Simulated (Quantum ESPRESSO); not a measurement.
# TiO2 (Anatase) (I4_1/amd) in Quantum ESPRESSO: convergence with wavefunction cutoff

Aim: find how far wavefunction cutoff must go before the results for TiO2 (Anatase) settle, at LDA. This setting moves, with any that are tied to it; all else stays.

Program: Quantum ESPRESSO 7.5. These are calculated values, not measurements. Logs are shortened: lines on timing, memory, paths and dates and some standing lists are left out, and cuts for length are marked.

## 1. The structure

Symmetry: I4_1/amd, No. 141, tetragonal system. The conventional cell has a = 3.784 Å, b = 3.784 Å, c = 9.515 Å, α = 90.00°, β = 90.00°, γ = 90.00°. Around Ti (site symmetry -4m2) lie 6 O at 1.93 to 1.98 Å. Around O (site symmetry 2mm) lie 3 Ti at 1.93 to 1.98 Å.

## 2. With wavefunction cutoff 18 Ry

pw.in reads:

```
&CONTROL
  calculation = 'scf'
  prefix = 'pwscf'
  outdir = './tmp'
  pseudo_dir = './pseudo'
  tprnfor = .true.
  tstress = .true.
  disk_io = 'nowf'
/
&SYSTEM
  ibrav = 0
  nat = 6
  ntyp = 2
  ecutwfc = 18
  ecutrho = 360
  nbnd = 33
  occupations = 'smearing'
  smearing = 'gaussian'
  degauss = 0.00367493
/
&ELECTRONS
  conv_thr = 1.2d-09
  electron_maxstep = 120
  mixing_beta = 0.5
/
ATOMIC_SPECIES
Ti    47.8670 ti_lda_v1.4.uspp.F.UPF
O     15.9990 o_lda_v1.2.uspp.F.UPF
CELL_PARAMETERS angstrom
  -1.8921000000    1.8921000000    4.7573000000
   1.8921000000   -1.8921000000    4.7573000000
   1.8921000000    1.8921000000   -4.7573000000
ATOMIC_POSITIONS crystal
Ti     0.7500000000    0.2500000000    0.5000000000
Ti     0.0000000000    0.0000000000    0.0000000000
O      0.7919000000    0.7919000000    0.0000000000
O      0.5419000000    0.0419000000    0.5000000000
O      0.9581000000    0.4581000000    0.5000000000
O      0.2081000000    0.2081000000    0.0000000000
K_POINTS automatic
8 8 8 0 0 0
```

Potentials or basis: GBRV 1.5 LDA.

Launch:

```console
> OMP_NUM_THREADS=1 pw.x -in pw.in > pw.out
```

It took 33 s on 1 thread of Intel Xeon Platinum 8488C (Sapphire Rapids), shared host; peak memory 0.24 GiB.

What came out:

```
Free energy            : -4987.1372 eV
Pressure               : -218.6 GPa
Largest force          : 0.420 eV/Å
Band gap on the k mesh : 2.28 eV, indirect (least direct gap 2.61 eV)
```

## 3. With wavefunction cutoff 22 Ry

pw.in, as its differences from that of step 2:

```diff
@@ -13,3 +13,3 @@
   ntyp = 2
-  ecutwfc = 18
+  ecutwfc = 22
   ecutrho = 360
```

Potentials or basis: GBRV 1.5 LDA.

Launch:

```console
> OMP_NUM_THREADS=1 pw.x -in pw.in > pw.out
```

It took 35 s on 1 thread of Intel Xeon Platinum 8488C (Sapphire Rapids), shared host; peak memory 0.25 GiB.

Results:

* Free energy: -5004.4364 eV
* Pressure: -94.2 GPa
* Largest force: 0.085 eV/Å
* Band gap on the k mesh: 2.07 eV, indirect (least direct gap 2.38 eV)

## 4. With wavefunction cutoff 27 Ry

pw.in, as its differences from that of step 3:

```diff
@@ -13,3 +13,3 @@
   ntyp = 2
-  ecutwfc = 22
+  ecutwfc = 27
   ecutrho = 360
```

Launch:

```console
> OMP_NUM_THREADS=1 pw.x -in pw.in > pw.out
```

Run time: 50 s. Hardware: 1 thread of Intel Xeon Platinum 8488C (Sapphire Rapids), shared host; peak memory 0.26 GiB.

Results:

| Property | Result |
| --- | --- |
| Free energy | -5011.1470 eV |
| Pressure | -29.3 GPa |
| Largest force | 0.070 eV/Å |
| Band gap on the k mesh | 2.07 eV, indirect (least direct gap 2.38 eV) |

## 5. With wavefunction cutoff 31 Ry

pw.in, as its differences from that of step 4:

```diff
@@ -13,3 +13,3 @@
   ntyp = 2
-  ecutwfc = 27
+  ecutwfc = 31
   ecutrho = 360
```

Launch:

```console
> OMP_NUM_THREADS=1 pw.x -in pw.in > pw.out
```

Wall time 70 s (1 thread of Intel Xeon Platinum 8488C (Sapphire Rapids), shared host); peak memory 0.26 GiB.

What came out:

```
Free energy            : -5012.4007 eV
Pressure               : -12.7 GPa
Largest force          : 0.091 eV/Å
Band gap on the k mesh : 2.06 eV, indirect (least direct gap 2.37 eV)
```

## 6. With wavefunction cutoff 36 Ry

pw.in, as its differences from that of step 5:

```diff
@@ -13,3 +13,3 @@
   ntyp = 2
-  ecutwfc = 31
+  ecutwfc = 36
   ecutrho = 360
```

Potentials or basis: GBRV 1.5 LDA.

Launch:

```console
> OMP_NUM_THREADS=1 pw.x -in pw.in > pw.out
```

It took 65 s on 1 thread of Intel Xeon Platinum 8488C (Sapphire Rapids), shared host; peak memory 0.28 GiB.

The run converged. Its results:

```
Free energy            : -5012.7132 eV
Pressure               : -6.8 GPa
Largest force          : 0.099 eV/Å
Band gap on the k mesh : 2.06 eV, indirect (least direct gap 2.37 eV)
```

## 7. With wavefunction cutoff 40 Ry

pw.in, as its differences from that of step 6:

```diff
@@ -13,3 +13,3 @@
   ntyp = 2
-  ecutwfc = 36
+  ecutwfc = 40
   ecutrho = 360
```

Launch:

```console
> OMP_NUM_THREADS=1 pw.x -in pw.in > pw.out
```

Wall time 95 s (1 thread of Intel Xeon Platinum 8488C (Sapphire Rapids), shared host); peak memory 0.28 GiB.

Results (log left out):

```yaml
Free_energy: -5012.7403 eV
Pressure: -5.9 GPa
Largest_force: 0.099 eV/Å
Band_gap_on_the_k_mesh: 2.06 eV, indirect (least direct gap 2.37 eV)
```

## 8. With wavefunction cutoff 45 Ry

pw.in, as its differences from that of step 7:

```diff
@@ -13,3 +13,3 @@
   ntyp = 2
-  ecutwfc = 40
+  ecutwfc = 45
   ecutrho = 360
```

Launch:

```console
> OMP_NUM_THREADS=1 pw.x -in pw.in > pw.out
```

Run time: 1.7 min. Hardware: 1 thread of Intel Xeon Platinum 8488C (Sapphire Rapids), shared host; peak memory 0.29 GiB.

Results (log left out):

* Free energy: -5012.7458 eV
* Pressure: -6.0 GPa
* Largest force: 0.100 eV/Å
* Band gap on the k mesh: 2.06 eV, indirect (least direct gap 2.37 eV)

## 9. With wavefunction cutoff 54 Ry

pw.in, as its differences from that of step 8:

```diff
@@ -13,4 +13,4 @@
   ntyp = 2
-  ecutwfc = 45
-  ecutrho = 360
+  ecutwfc = 54
+  ecutrho = 432
   nbnd = 33
```

Potentials or basis: GBRV 1.5 LDA.

Launch:

```console
> OMP_NUM_THREADS=1 pw.x -in pw.in > pw.out
```

Wall time 2.4 min (1 thread of Intel Xeon Platinum 8488C (Sapphire Rapids), shared host); peak memory 0.38 GiB.

The run converged. Its results:

| Item | Value |
| --- | --- |
| Free energy | -5012.7734 eV |
| Pressure | -6.1 GPa |
| Largest force | 0.100 eV/Å |
| Band gap on the k mesh | 2.06 eV, indirect (least direct gap 2.37 eV) |

## 10. With wavefunction cutoff 68 Ry

pw.in, as its differences from that of step 9:

```diff
@@ -13,4 +13,4 @@
   ntyp = 2
-  ecutwfc = 54
-  ecutrho = 432
+  ecutwfc = 68
+  ecutrho = 544
   nbnd = 33
```

Potentials or basis: GBRV 1.5 LDA.

Launch:

```console
> OMP_NUM_THREADS=1 pw.x -in pw.in > pw.out
```

pw.out:

```text
This program is part of the open-source Quantum ESPRESSO suite
     for quantum simulation of materials; please cite
         "P. Giannozzi et al., J. Phys.:Condens. Matter 21 395502 (2009);
         "P. Giannozzi et al., J. Phys.:Condens. Matter 29 465901 (2017);
         "P. Giannozzi et al., J. Chem. Phys. 152 154105 (2020);
     in publications or presentations arising from this work. More details at

     Message from routine setup:
     using ibrav=0 with symmetry is DISCOURAGED, use correct ibrav instead

     G-vector sticks info
     --------------------
     sticks:   dense  smooth     PW     G-vecs:    dense   smooth      PW
     Sum        3947    1965    657                98639    34799    6747

     Using Slab Decomposition

     bravais-lattice index     =            0
     lattice parameter (alat)  =      10.3145  a.u.
     unit-cell volume          =     459.7326 (a.u.)^3
     number of atoms/cell      =            6
     number of atomic types    =            2
     number of electrons       =        48.00
     number of Kohn-Sham states=           33
     kinetic-energy cutoff     =      68.0000  Ry
     charge density cutoff     =     544.0000  Ry
     scf convergence threshold =      1.2E-09
     mixing beta               =       0.5000
     number of iterations used =            8  plain     mixing
     Exchange-correlation= SLA  PZ   NOGX NOGC
                           (   1   1   0   0   0   0   0)

     celldm(1)=  10.314510  celldm(2)=   0.000000  celldm(3)=   0.000000
     celldm(4)=   0.000000  celldm(5)=   0.000000  celldm(6)=   0.000000

     crystal axes: (cart. coord. in units of alat)
               a(1) = (  -0.346653   0.346653   0.871587 )
               a(2) = (   0.346653  -0.346653   0.871587 )
               a(3) = (   0.346653   0.346653  -0.871587 )

     reciprocal axes: (cart. coord. in units 2 pi/alat)
               b(1) = (  0.000000  1.442367  0.573666 )
               b(2) = (  1.442367  0.000000  0.573666 )
               b(3) = (  1.442367  1.442367  0.000000 )

     PseudoPot. # 1 for Ti read from file:
     ti_lda_v1.4.uspp.F.UPF
     Pseudo is Ultrasoft + core correction, Zval = 12.0
     Generated by new atomic code, or converted to UPF format
     Using radial grid of  851 points,  6 beta functions with:
                l(1) =   0
                l(2) =   0
                l(3) =   1
                l(4) =   1
                l(5) =   2
                l(6) =   2
     Q(r) pseudized with  6 coefficients,  rinner =    1.000   1.000   1.000
                                                       1.000   1.000

     PseudoPot. # 2 for O  read from file:
     o_lda_v1.2.uspp.F.UPF
     Pseudo is Ultrasoft + core correction, Zval =  6.0
     Generated by new atomic code, or converted to UPF format
     Using radial grid of  737 points,  5 beta functions with:
                l(1) =   0
                l(2) =   0
                l(3) =   1
                l(4) =   1
                l(5) =   2
     Q(r) pseudized with  8 coefficients,  rinner =    0.900   0.900   0.900
                                                       0.900   0.900

     atomic species   valence    mass     pseudopotential
     Ti               12.00    47.86700     Ti( 1.00)
     O                 6.00    15.99900     O ( 1.00)

     16 Sym. Ops., with inversion, found ( 8 have fractional translation)

   Cartesian axes

     site n.     atom                  positions (alat units)
         1        Ti     tau(   1) = (   0.0000000   0.3466525   0.4357936  )
         2        Ti     tau(   2) = (   0.0000000   0.0000000   0.0000000  )
         3        O      tau(   3) = (  -0.0000000  -0.0000000   1.3804197  )
         4        O      tau(   4) = (  -0.0000000   0.3466525   0.0730390  )
         5        O      tau(   5) = (   0.0000000   0.3466525   0.7985481  )
         6        O      tau(   6) = (   0.0000000   0.0000000   0.3627546  )

     number of k points=    59  Gaussian smearing, width (Ry)=  0.0037
                       cart. coord. in units 2pi/alat
        k(    1) = (   0.0000000   0.0000000   0.0000000), wk =   0.0039062
        k(    2) = (   0.1802958   0.1802958   0.0000000), wk =   0.0156250
        k(    3) = (   0.3605917   0.3605917   0.0000000), wk =   0.0156250
        k(    4) = (   0.5408875   0.5408875   0.0000000), wk =   0.0156250
        k(    5) = (  -0.7211833  -0.7211833   0.0000000), wk =   0.0078125
        k(    6) = (   0.1802958   0.0000000   0.0717083), wk =   0.0312500
[... 51 lines left out ...]
        k(   58) = (  -1.2620708  -0.1802958   0.0000000), wk =   0.0156250
        k(   59) = (  -1.4423666  -1.4423666  -0.5736661), wk =   0.0039062

     Dense  grid:    98639 G-vectors     FFT dimensions: (  80,  80,  80)

     Smooth grid:    34799 G-vectors     FFT dimensions: (  60,  60,  60)

     Check: negative core charge=   -0.000006

     Initial potential from superposition of free atoms

     starting charge      45.9999, renormalised to      48.0000

     negative rho (up, down):  1.749E-03 0.000E+00
     Starting wfcs are   36 randomized atomic wfcs

     Self-consistent Calculation

     iteration #  1     ecut=    68.00 Ry     beta= 0.50
     Davidson diagonalization with overlap
     ethr =  1.00E-02,  avg # of iterations =  2.0

     negative rho (up, down):  2.684E-03 0.000E+00

     total energy              =    -367.95399130 Ry
     estimated scf accuracy    <       1.12937620 Ry

     iteration #  2     ecut=    68.00 Ry     beta= 0.50
     Davidson diagonalization with overlap
     ethr =  2.35E-03,  avg # of iterations =  3.9
[... 60 lines left out ...]
     iteration #  9     ecut=    68.00 Ry     beta= 0.50
     Davidson diagonalization with overlap
     ethr =  2.18E-10,  avg # of iterations =  2.0

     negative rho (up, down):  1.684E-03 0.000E+00

     End of self-consistent calculation

          k = 0.0000 0.0000 0.0000 (  4359 PWs)   bands (ev):

   -48.7715 -48.7057 -25.5887 -25.3381 -25.3381 -25.2618 -25.2618 -25.1722
   -10.3992  -9.3336  -9.1688  -8.8270   2.9758   3.0868   3.0868   3.4717
     4.8298   4.8298   4.9015   6.1848   6.1848   6.1850   6.4729   6.4729
     8.9782   9.7491  10.8969  10.8969  10.9347  10.9347  12.0626  12.3381
    12.3592

          k = 0.1803 0.1803 0.0000 (  4373 PWs)   bands (ev):
[... 137 lines left out ...]
   -48.7531 -48.7203 -25.5564 -25.4721 -25.3470 -25.2967 -25.2456 -25.2008
    -9.8118  -9.0969  -8.8319  -8.7335   2.4275   2.6682   3.2150   3.2570
     3.4624   4.7051   4.8696   4.9407   4.9512   5.9706   6.1095   6.3133
    10.1302  10.4543  10.4869  10.5894  11.2260  11.4081  12.4553  13.0740
    13.5872

          k =-0.5409 0.1803-0.2868 (  4349 PWs)   bands (ev):

   -48.7531 -48.7202 -25.5510 -25.4622 -25.3603 -25.3041 -25.2431 -25.1982
    -9.7610  -9.0529  -8.9517  -8.7199   2.2329   2.9049   3.1508   3.2636
     3.6245   4.2378   4.6766   5.0913   5.5140   5.7623   6.2512   6.4425
     9.9920  10.1782  10.5203  10.5988  10.9852  11.2671  12.6238  13.4435
    13.5158

          k =-0.3606 0.3606-0.2868 (  4354 PWs)   bands (ev):

   -48.7531 -48.7202 -25.5454 -25.4495 -25.3759 -25.3115 -25.2412 -25.1956
    -9.6990  -9.0709  -8.9796  -8.7475   2.3234   2.5287   3.1766   3.4028
     3.8501   4.4370   4.5832   4.7773   5.4231   6.0299   6.2044   6.6766
     9.8662  10.2308  10.2890  10.5123  10.8798  11.1003  12.7096  13.4624
    13.9826

          k = 0.3606 0.3606 0.1434 (  4371 PWs)   bands (ev):

   -48.7581 -48.7152 -25.5714 -25.4362 -25.3712 -25.3136 -25.2510 -25.1746
    -9.8020  -9.0234  -8.9624  -8.6971   2.3161   2.5788   2.9080   3.5457
     3.9878   4.4111   4.5544   4.8912   5.2264   5.9598   6.3375   6.6776
     9.8664  10.1025  10.4090  10.5398  10.7945  11.2047  12.7802  13.6008
    13.9080
[... 291 lines left out ...]
   -48.7387 -48.7387 -25.3842 -25.3842 -25.3633 -25.3633 -25.2362 -25.2362
    -9.7793  -9.7793  -9.1133  -9.1133   3.1774   3.1774   3.2309   3.2309
     4.8511   4.8511   5.5813   5.5813   5.6778   5.6778   6.8299   6.8299
     9.3494   9.3494  10.6824  10.6824  11.1650  11.1650  11.9807  11.9807
    12.8213

     the Fermi energy is     7.9500 ev

!    total energy              =    -368.43318753 Ry
     estimated scf accuracy    <          1.0E-09 Ry
     smearing contrib. (-TS)   =      -0.00000000 Ry
     internal energy E=F+TS    =    -368.43318753 Ry

     The total energy is F=E-TS. E is the sum of the following terms:
     one-electron contribution =    -160.86439112 Ry
     hartree contribution      =     101.01024594 Ry
     xc contribution           =     -64.40217300 Ry
     ewald contribution        =    -244.17686934 Ry

     convergence has been achieved in   9 iterations

     negative rho (up, down):  1.684E-03 0.000E+00

     Forces acting on atoms (cartesian axes, Ry/au):

     atom    1 type  1   force =    -0.00000000   -0.00000000    0.00000000
     atom    2 type  1   force =     0.00000000    0.00000000   -0.00000000
     atom    3 type  2   force =    -0.00000000   -0.00000000    0.00393507
     atom    4 type  2   force =     0.00000000   -0.00000000    0.00393507
     atom    5 type  2   force =    -0.00000000   -0.00000000   -0.00393507
     atom    6 type  2   force =    -0.00000000   -0.00000000   -0.00393507

     Total force =     0.007870     Total SCF correction =     0.000004

     Computing stress (Cartesian axis) and pressure

     negative rho (up, down):  1.684E-03 0.000E+00
          total   stress  (Ry/bohr**3)                   (kbar)     P=      -59.71
  -0.00042448   0.00000000   0.00000000          -62.44        0.00        0.00
   0.00000000  -0.00042448   0.00000000            0.00      -62.44        0.00
   0.00000000   0.00000000  -0.00036876            0.00        0.00      -54.25

=------------------------------------------------------------------------------=
   JOB DONE.
=------------------------------------------------------------------------------=
```

Wall time 3.3 min (1 thread of Intel Xeon Platinum 8488C (Sapphire Rapids), shared host); peak memory 0.53 GiB.

What came out:

| Property | Result |
| --- | --- |
| Free energy | -5012.7889 eV |
| Pressure | -6.0 GPa |
| Largest force | 0.101 eV/Å |
| Band gap on the k mesh | 2.06 eV, indirect (least direct gap 2.37 eV) |

## 11. The series at a glance

| wavefunction cutoff | energy less the tightest run, at zero smearing (meV/atom) | pressure (GPa) | largest force (eV/Å) | gap on the mesh (eV) | SCF cycles | CPU time (s) | peak memory (GiB) |
| --- | --- | --- | --- | --- | --- | --- | --- |
| 18 Ry | 4275.29 | -218.62 | 0.420 | 2.283 | 10 | 33 | 0.24 |
| 22 Ry | 1392.08 | -94.15 | 0.085 | 2.068 | 10 | 35 | 0.25 |
| 27 Ry | 273.65 | -29.27 | 0.070 | 2.070 | 10 | 49 | 0.26 |
| 31 Ry | 64.69 | -12.67 | 0.091 | 2.064 | 10 | 65 | 0.26 |
| 36 Ry | 12.61 | -6.81 | 0.099 | 2.062 | 9 | 63 | 0.28 |
| 40 Ry | 8.10 | -5.93 | 0.099 | 2.062 | 9 | 92 | 0.28 |
| 45 Ry | 7.19 | -6.01 | 0.100 | 2.062 | 9 | 99 | 0.29 |
| 54 Ry | 2.59 | -6.13 | 0.100 | 2.062 | 9 | 140 | 0.38 |
| 68 Ry | 0.00 | -5.97 | 0.101 | 2.062 | 9 | 200 | 0.53 |

Against the tightest run, the largest force stays within 0.005 eV/Å from 36 Ry on; the gap on the mesh stays within 0.01 eV from 22 Ry on. Not settled before the last step: the energy (to 1 meV/atom), the pressure (to 0.1 GPa). The tightest run that finished is the yardstick and may itself not be fully converged.
